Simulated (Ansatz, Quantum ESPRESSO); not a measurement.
# 2H-WS2, 1 layer: the energy at a withheld member of a series

Method. Quantum ESPRESSO 7.5, PBE, GBRV ultrasoft. Cell and atoms are first relaxed; each strained cell is then held and the atoms relax in it. A periodic run with 15 Å of vacuum in the starting cell gives the vacuum levels, and bands follow along a path. The bands are repeated with spin-orbit coupling and fully relativistic files. The series steps biaxial strain. Energies count from the lowest.

| biaxial strain | energy (eV) |
| --- | --- |
| -4 % | 0.1742 |
| -3 % | 0.0969 |
| -2 % | 0.0430 |
| -1 % | 0.0112 |
| 0 % | 0.0000 |
| 1 % | 0.0083 |
| 2 % | 0.0348 |
| 3 % | 0.0787 |

One more run was made and is withheld. What is the energy at 4 %?

**Worked estimate.** The rows at 2 % and 3 % give a slope of (0.0787 − (0.0348))/(3 − (2)) = 0.0439, so a straight line gives 0.1226 eV. A parabola through these and the row at 1 % gives 0.1400 eV.

**Check.** 0.1387 eV. The line misses by −0.0161 and the parabola by +0.0013 eV. The parabola does better.

**Limits.** Semilocal gaps are too small; the 1×1 cell can't ripple over many cells under compression as a free sheet would. These values are without spin-orbit coupling.
